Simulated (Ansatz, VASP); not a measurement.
## GaP in VASP and in Ansatz

INCAR

```
SYSTEM = GaP
  ALGO = Normal
  EDIFF = 1E-7
  EDIFFG = -0.002
  ENCUT = 600
  IBRION = 2
  ISIF = 3
  ISMEAR = 0
  LASPH = .True.
  LCHARG = .False.
  LREAL = .False.
  LWAVE = .False.
  NELM = 100
  NSW = 100
  PREC = Accurate
  SIGMA = 0.02
```

The input KPOINTS:

```
k-points
0
Gamma
  10 10 10
  0 0 0
```

File POSCAR:

```
GaP
1.0
    0.0000000000      2.7200000000      2.7200000000
    2.7200000000      0.0000000000      2.7200000000
    2.7200000000      2.7200000000      0.0000000000
Ga P
1 1
Direct
    0.0000000000      0.0000000000      0.0000000000
    0.2500000000      0.2500000000      0.2500000000
```

Input for Ansatz:

```yaml
crystal:
  lattice:
    - [0.0, 2.72, 2.72]
    - [2.72, 0.0, 2.72]
    - [2.72, 2.72, 0.0]
  atoms:
    - { symbol: Ga, position: [0.0, 0.0, 0.0] }
    - { symbol: P, position: [0.25, 0.25, 0.25] }
basis:
  ecutwfc: 420
kpoints:
  mp_grid: { grid: [10, 10, 10] }
hamiltonian:
  xc: lda
  pseudopotentials: { kind: paw, azcp: { folder: soft_1 } }
scf:
  occupations: { method: gaussian, width: 0.02 }
output:
  forces: true
  stress: true
  eigenvalues: true
relax:
  adjacent_minimum: "off"
  f_tol: 0.002
  max_steps: 80
  cell: { stress_tol: 0.02 }
```

The cell was built by a generator and needn't be a form met in nature.

Alike in both runs: task relaxation of cell and atoms; functional LDA; k mesh 10 × 10 × 10; occupations gaussian, width 0.02 eV; no spin polarisation.

|  | VASP | Ansatz |
| --- | --- | --- |
| version | VASP 6.6.1 | Ansatz 0.2.0 |
| potentials or method | VASP PAW LDA potentials, release 64 (Ga_d, P) | scalar-relativistic, plane waves, PAW |
| plane-wave cutoff (eV) | 600 | 420 |
| valence electrons in the cell | 18 | 18 |

VASP gave:

- gap on the k mesh at the Fermi level, each at its own relaxed structure (eV): 1.40
- relaxed volume (Å³/atom): 19.61
- relaxed cell length with the largest relative difference (Å): 3.814
- energy change over the relaxation (meV/atom): -4

Problem. Which values does Ansatz return?

Solution. gap on the k mesh at the Fermi level, each at its own relaxed structure (eV): 1.40; relaxed volume (Å³/atom): 19.59; relaxed cell length with the largest relative difference (Å): 3.812; energy change over the relaxation (meV/atom): -4.

Ansatz warned: «pseudo_functional_mismatch».

A k mesh can miss the band edges. LDA gaps usually lie below the measured ones, often by a third to a half.
